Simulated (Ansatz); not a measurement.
BN (P6_3mc), a vibration from a frozen displacement

Theory: DFT PBE, scalar-relativistic, plane waves, PAW (Ansatz). Settings: plane waves to 420 eV, k-mesh 12×12×6 (Γ-centred), Gaussian smearing 0.05 eV. No spin polarisation. Energies are free energies at this smearing, counted from the undisturbed cell; pressure is positive in compression.

The starting cell (as given, not relaxed at this level; it stands at 0.0 GPa; this wurtzite form isn't the usual structure):

```
CELL_PARAMETERS angstrom
2.55394 0.00000 0.00000
-1.27697 2.21178 0.00000
0.00000 0.00000 4.22685
ATOMIC_POSITIONS crystal
B 0.66667 0.33333 0.99972
B 0.33333 0.66667 0.49972
N 0.66667 0.33333 0.62528
N 0.33333 0.66667 0.12528
```

Every B atom is moved by x along the Cartesian unit vector (0.577, 0.577, 0.577); the cell and all other atoms stay fixed. The cell's volume is 23.88 Å³; the moved atoms weigh 21.620 u together and the others 28.014 u.

| x (Å) | ΔE (meV/cell) | total force on the moved atoms along the move (eV/Å) | pressure (GPa) |
| --- | --- | --- | --- |
| -0.2000 | 827.07 | 7.5377 | 8.7620 |
| -0.1500 | 485.50 | 6.0742 | 4.9106 |
| -0.1000 | 224.60 | 4.3147 | 2.0574 |
| -0.0500 | 58.53 | 2.2856 | 0.3571 |
| 0.0000 | 0.00 | 0.0188 | -0.0427 |
| 0.0500 | 60.04 | -2.4518 | 0.9996 |
| 0.1000 | 248.04 | -5.0941 | 3.6216 |
| 0.1500 | 571.83 | -7.8792 | 7.9574 |
| 0.1750 | 786.73 | -9.3179 | 10.8092 |
| 0.2000 | 1037.95 | -10.7842 | 14.1383 |

Task: What frequency belongs to this motion?

Result: The force constant is k = −dF/dx = 47.373 eV/Å², from the parabola through x = -0.0500, 0 and 0.0500. In every cell the moved atoms swing against the rest, so the mass is μ = m₁m₂/(m₁ + m₂) = 12.203 u, and ν̃ = 521.5 cm⁻¹ × √(|k|/μ) = 1027 cm⁻¹. The pattern needn't be a normal mode: ν̃² is then a weighted mean of the squared nonzero frequencies at the zone centre of this cell, taken without macroscopic field, so it lies between the lowest and the highest of them.

Task: How far does the harmonic law reach?

Result: At x = -0.200 Å, kx²/2 = 947.47 meV against the computed 827.07 meV (-12.7 %): the well softens in this direction at large amplitude.

The frequency of 1027 cm⁻¹ reflects light atoms held by short, strongly directional sp³ bonds with a polar contribution. Because the boron sublattice moves rigidly against nitrogen and obliquely to the hexagonal axis, the motion combines the polar A1 and E1 vibrations; their splitting can't be recovered from this single value. The longitudinal branches would lie higher, since the macroscopic field adds a restoring force.

The softening at negative x is one side of an asymmetric well, not a general weakening: at 0.2000 Å the energy reaches 1037.95 meV, above the harmonic 947.47 meV. Geometry explains the sign. Positive x drives half of the boron atoms almost straight at a nitrogen neighbour, where short-range repulsion rises steeply, while negative x stretches that same bond. The pressure grows with amplitude on both sides, so the force constant should fall as the cell expands, the usual behaviour of a bond-stretching vibration. This alone doesn't settle the sign of the overall thermal expansion, to which the acoustic modes also contribute.
